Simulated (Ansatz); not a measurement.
Clean, relaxed (001) surface of C, space group Fmmm (No. 69) (top face towards +c; atoms held fixed, by place in the list: 1, 2):

```yaml
crystal:
  lattice:
    - [2.46563, 0.00000, 0.00000]
    - [-1.23281, 2.13417, 0.00000]
    - [0.00000, 0.00000, 23.78427]
  atoms:
    - { symbol: C, position: [0.66670, 0.33340, 0.35738] }
    - { symbol: C, position: [0.33330, 0.66660, 0.35738] }
    - { symbol: C, position: [0.16670, 0.33340, 0.50000] }
    - { symbol: C, position: [0.83330, 0.66660, 0.50000] }
    - { symbol: C, position: [0.66670, 0.33340, 0.64262] }
    - { symbol: C, position: [0.33330, 0.66660, 0.64262] }
```

Computed with DFT PBE+D3(BJ), scalar-relativistic, plane waves, PAW in Ansatz. Settings: cutoff 420 eV, Γ-centred mesh 12×12×1 on the computed 6-atom cell, Gaussian smearing of 0.05 eV; no spin polarisation. The cell repeats along c with a dipole correction in the vacuum.

With the adsorbate the run is spin-polarised, so any moments that the slab's own atoms take up count into E_ads.

C (atom) is put at the top (C) at (0.67, 0.33) site, one adsorbate per 5.3 Å², and relaxed. The adsorption energy is E(slab + adsorbate) − E(slab) − E(free adsorbate, spin-polarised where open-shell). Heights count from the highest slab atom after relaxation. Bonded neighbours lie within 1.25 times the sum of covalent radii (1.35 for H) and, on that scale, within 12 % of the closest. With the adsorbate the cell is lengthened along c to keep the vacuum.

(1) How strongly does it bind, and where does its anchoring atom end?

(2) How high does its anchoring atom sit over the highest slab atom, and what is the shortest contact with the surface?

(3) The clean face has a work function of 4.27 eV. How does the adsorbate change it?

Each end is the local minimum or symmetric point that its start leads to. The slab is only 6.8 Å thick, so the energies aren't converged with thickness.

Answers

(1) -2.52 eV; at (0.60, 0.20), 1 bonded neighbour (C), largest slab move 0.6 Å.

(2) 1.61 Å; C–C 1.61 Å.

(3) By +1.55 eV.

The reference crystal is a form of C, which isn't its usual structure.